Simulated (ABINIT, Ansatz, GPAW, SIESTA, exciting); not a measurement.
## One calculation of MoS2, 5 ways

```
Mo S
1.0
     1.58550    0.91539    6.11500
    -1.58550    0.91539    6.11500
     0.00000   -1.83078    6.11500
Mo S
1 2
Cartesian
  0.0000 0.0000 0.0000
  0.0000 0.0000 4.5862
  0.0000 0.0000 13.7587
```

Measurements of this composition are mostly on another form, of space group No. 194.

Alike in all runs: task single point; functional PBEsol; k mesh 10 × 10 × 10; occupations fermi-dirac, width 0.05 eV; no spin polarisation; no spin-orbit coupling. Pressure is positive in compression and, in plane waves, holds the error of the finite cutoff.

| program and potentials | plane-wave cutoff (eV) | notes | pressure (GPa) | largest force (eV/Å) |
| --- | --- | --- | --- | --- |
| SIESTA, files PseudoDojo sr-pbesol-0.4.1-standard, DZP (energy shift 0.003 Ry; two zetas on semicore shells) | - | atomic basis | 5.93 | 1.164 |
| ABINIT, PseudoDojo NC SR PBEsol v0.4.1 standard | 1088 | - | 2.93 | 0.768 |
| exciting, all-electron LAPW+lo, shipped species files, valence relativity iora* | - | - | - | 0.796 |
| GPAW, PAW data sets generated for this functional | 600 | - | ? | ? |
| Ansatz, all-electron LAPW, scalar-relativistic | - | - | 2.87 | 0.758 |

Q: Estimate from the other rows what the run with GPAW, PAW data sets generated for this functional gave.

A: Pressure 2.71 GPa; largest force 0.754 eV/Å. The other rows, which needn't bracket it: pressure 2.87 to 5.93; largest force 0.758 to 1.164.
